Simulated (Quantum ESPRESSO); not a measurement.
Runs of Quantum ESPRESSO 7.5 on LiCl. It takes space group Fm-3m (No. 225, cubic). The conventional cell has a = 5.130 Å, b = 5.130 Å, c = 5.130 Å, α = 90.00°, β = 90.00°, γ = 90.00°. Cl (site symmetry m-3m) is surrounded by 6 Li at 2.56 Å. Li (site symmetry m-3m) has 6 Cl at 2.56 Å as nearest neighbours. 

```csv
task,level,potentials or basis,cell,k mesh,form of the LDA correlation,gap on the mesh (eV),pressure (GPa)
phonons,RPBE,PseudoDojo 0.4.1 SR PBE standard,relaxed,"4 × 4 × 4, shifted",-,-,0.0
dielectric tensor,LDA,PseudoDojo 0.4.1 SR LDA standard,as given,10 × 10 × 10,PW92,5.99,-3.3
dielectric tensor,LDA,PseudoDojo 0.4.1 SR LDA standard,as given,12 × 12 × 12,PW92,5.98,-3.3
phonons,WC,PseudoDojo 0.4.1 SR PBE standard,relaxed,"4 × 4 × 4, shifted",-,-,0.0
phonons,PBE,PseudoDojo 0.4.1 SR PBE standard,relaxed,"4 × 4 × 4, shifted",-,-,0.0
dielectric tensor,WC,PseudoDojo 0.4.1 SR PBE standard,as given,"6 × 6 × 6, shifted",-,-,-1.1
phonons,AM05,PseudoDojo 0.4.1 SR PBE standard,relaxed,"4 × 4 × 4, shifted",-,-,0.0
dielectric tensor,PBE,PseudoDojo 0.4.1 SR PBE standard,as given,"6 × 6 × 6, shifted",-,-,(a)
```

Alike in all rows: no spin polarisation; cutoff (eV) 1007; smearing fermi-dirac 0.05 eV.

**Question.** Fill in the values left out.

**Answer.** (a) 0.4.

Caveats: the potentials were made for another functional, which shifts forces and pressure (some runs); the cell is more than 3 GPa from zero pressure, which shifts response properties (some runs); on a mesh that holds Γ this program's dielectric tensor can be off by some percent beyond the error of the mesh (some runs); before the sum rule the acoustic modes lie tens of cm⁻¹ from zero, a sign that the density grid also shifts the optical modes (some runs).

A k mesh can miss the band edges.
